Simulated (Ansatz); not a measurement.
The system is HgSe.

```
Hg Se
1.0
     0.00000    3.03900    3.03900
     3.03900    0.00000    3.03900
     3.03900    3.03900    0.00000
Hg Se
1 1
Direct
  0.00000 0.00000 0.00000
  0.75000 0.75000 0.75000
```

| Quantity | Value |
| --- | --- |
| Program | Ansatz 0.2.0 |
| Task | relaxation of cell and atoms |
| Functional | PBE |
| Potentials or basis | Ansatz PAW |
| Cutoff | 420 eV (not typed: the program's choice for these potentials) |
| k mesh | 8 × 8 × 8 |
| Occupations | fermi-dirac, width 0.05 eV |
| Spin | no spin polarisation |

At the start: volume 28.07 Å³/atom.

How do energy, volume and symmetry change on relaxing?

It ends after 5 steps and the volume is 30.67 Å³/atom (+9.3 %); space group F-43m (No. 216, to 0.05 Å).

Step by step:
```csv
step,energy change (eV),largest force (eV/Å),volume (Å³)
1,0.0000,0.0000,56.13
2,-0.0649,0.0000,62.79
3,-0.0692,0.0000,61.60
4,-0.0694,0.0000,61.35
5,-0.0702,0.0000,61.35
```

Final structure:
```
Hg Se
1.0
     0.00000    3.13035    3.13035
     3.13035    0.00000    3.13035
     3.13035    3.13035    0.00000
Hg Se
1 1
Direct
  0.00000 0.00000 0.00000
  0.75000 0.75000 0.75000
```

Caveat: the plane-wave basis is chosen anew once the cell has moved, so the energies of steps on either side of that aren't comparable.
